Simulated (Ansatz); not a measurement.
Mg2Si built on the antifluorite prototype, relaxed with r2SCAN in the PAW code Ansatz: it is cubic, Fm-3m (No. 225); conventional cell a = 6.338 Å, 21.22 Å³ an atom. Around Si lie 8 Mg at 2.74 Å; around Mg lie 4 Si at 2.74 Å. It was then strained (isotropic on every length). Unstrained, HSE06 gives 0.562 eV (Γ → X, 6×6×6 mesh), and the band edges keep their places in every row. Stress is positive in compression. No spin polarisation and no zero-point or thermal motion.

```csv
strain (%),ln(V/V₀),"ΔE_g, HSE06 (eV)","Δpressure, r2SCAN (GPa)"
-4.0,-0.1225,-0.149,+9.07
-2.5,-0.0760,-0.088,+5.13
-2.0,-0.0606,-0.069,+3.98
-1.0,-0.0302,-0.033,+1.86
+2.0,+0.0594,+0.059,-3.07
+3.88,+0.1142,+0.105,-5.29
```

(1) Fit ΔE_g = a x + b x² to these rows by least squares, with x = ln(V/V₀).

(2) Fit the change of pressure in the same way.

(3) Predict the withheld row at +3.0 % (x = +0.0887).

## Answers

(1) The normal equations take Σx² = 4.194e-02, Σx³ = -8.284e-04, Σx⁴ = 4.554e-04, ΣxΔE = 4.561e-02 and Σx²ΔE = -1.450e-03, and give a = +1.06 eV, b = -1.3 eV; the largest residual is 0.000 eV. a is the volume deformation potential of this gap.

(2) Δpressure = -59.3 x + (117) x² GPa. So B₀ = 59.3 GPa and B′ ≈ 2 × 117/59.3 = 3.9; two terms over so wide a range bias B₀ by a few per cent and B′ by more; the gap's pressure coefficient at zero is −a/B₀ = -18 meV/GPa, with HSE06's a and r2SCAN's B₀.

(3) ΔE_g ≈ +1.06 × (+0.0887) + (-1.3) × (+0.0887)² = +0.084 eV, and Δpressure ≈ -4.34 GPa. The runs give +0.084 eV and -4.32 GPa, off by 0.000 eV and +0.02 GPa.

The meshes of the hybrids are coarse, so their gaps aren't converged to the digits shown.
